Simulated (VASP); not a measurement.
A run of VASP 6.6.1 is set up as follows.

Contents of INCAR:

```
SYSTEM = GdN
PREC = Accurate
ENCUT = 600
EDIFF = 1E-6
ISMEAR = 0
SIGMA = 0.03
LREAL = .False.
LASPH = .True.
NELM = 150
ALGO = Normal
ISIF = 2
LWAVE = .False.
LCHARG = .False.
ISPIN = 2
MAGMOM = 7 -7 0 0
LORBIT = 11
LMAXMIX = 6
LDAU = .True.
LDAUTYPE = 2
LDAUL = 3 -1
LDAUU = 6 0
LDAUJ = 0 0
LDAUPRINT = 1
GGA = PE
NBANDS = 35
AMIX = 0.2
BMIX = 1E-4
AMIX_MAG = 0.8
BMIX_MAG = 1E-4
```

The input KPOINTS:

```
regular mesh
0
Gamma
  8 8 6
  0 0 0
```

The input POSCAR:

```
GdN
1.0
    0.0000000000      2.4995000000     -2.4995000000
    0.0000000000      2.4995000000      2.4995000000
    4.9990000000      0.0000000000      0.0000000000
Gd N
2 2
Direct
    0.0000000000      0.0000000000      0.0000000000
    0.5000000000      0.5000000000      0.5000000000
    0.0000000000      0.0000000000      0.5000000000
    0.5000000000      0.5000000000      0.0000000000
```

Potentials or basis: VASP PAW PBE potentials, release 64 (Gd, N).

Command:

```console
$ cat potpaw_PBE.64/Gd/POTCAR potpaw_PBE.64/N/POTCAR > POTCAR
$ mpirun -np 1 vasp_std > vasp.out
```

(1) What does it give for the net moment?

(2) Predict the pressure.

(3) Estimate the site moments.

(4) Predict the band gap on the k mesh.

Answers

(1) 0.00 μB per cell.

(2) 0.7 GPa.

(3) Gd +6.85, -6.85; N +0.04, -0.04 μB.

(4) 0.01 eV.

Caveat: spin-orbit coupling is left out, which moves the levels of the heavy elements.
